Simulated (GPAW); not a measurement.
Hf:

```
CELL_PARAMETERS angstrom
0.00000 2.22000 2.22000
2.22000 0.00000 2.22000
2.22000 2.22000 0.00000
ATOMIC_POSITIONS crystal
Hf 0.00000 0.00000 0.00000
```

This isn't the form of Hf at room conditions, which is hcp.

```yaml
Program: GPAW 26.7.0
Task: relaxation of cell and atoms
Functional: PBEsol
Dispersion: D3
Potentials_or_basis: PAW data sets generated in the run's folder for this functional
Cutoff: 600 eV
Basis: pw
k_mesh: 10 × 10 × 10
Occupations: fermi-dirac, width 0.05 eV
Spin: no spin polarisation
```

At the start: pressure -4.4 GPa; volume 21.88 Å³/atom.

How do energy, volume and symmetry change on relaxing?

Over 3 steps the energy falls by 12.7 meV/atom and the volume is 21.00 Å³/atom (-4.0 %); space group Fm-3m (No. 225, to 0.05 Å).

The path:
| step | energy change (eV) | largest force (eV/Å) | pressure (GPa) | volume (Å³) |
| --- | --- | --- | --- | --- |
| 1 | 0.0000 | 0.0000 | -4.38 | 21.88 |
| 2 | -0.0109 | 0.0000 | -1.69 | 21.33 |
| 3 | -0.0127 | 0.0000 | 0.07 | 21.00 |

Final structure:
```cif
data_structure
_symmetry_space_group_name_H-M 'P 1'
_symmetry_Int_Tables_number 1
_cell_length_a 3.0968
_cell_length_b 3.0968
_cell_length_c 3.0968
_cell_angle_alpha 60.000
_cell_angle_beta 60.000
_cell_angle_gamma 60.000
_cell_volume 21.00
loop_
_atom_site_label
_atom_site_type_symbol
_atom_site_fract_x
_atom_site_fract_y
_atom_site_fract_z
_atom_site_occupancy
Hf1 Hf 0.00000 0.00000 0.00000 1
```

Caveat: later steps reuse the first step's grids; pairwise dispersion overbinds metals, which lowers pressure and volume.
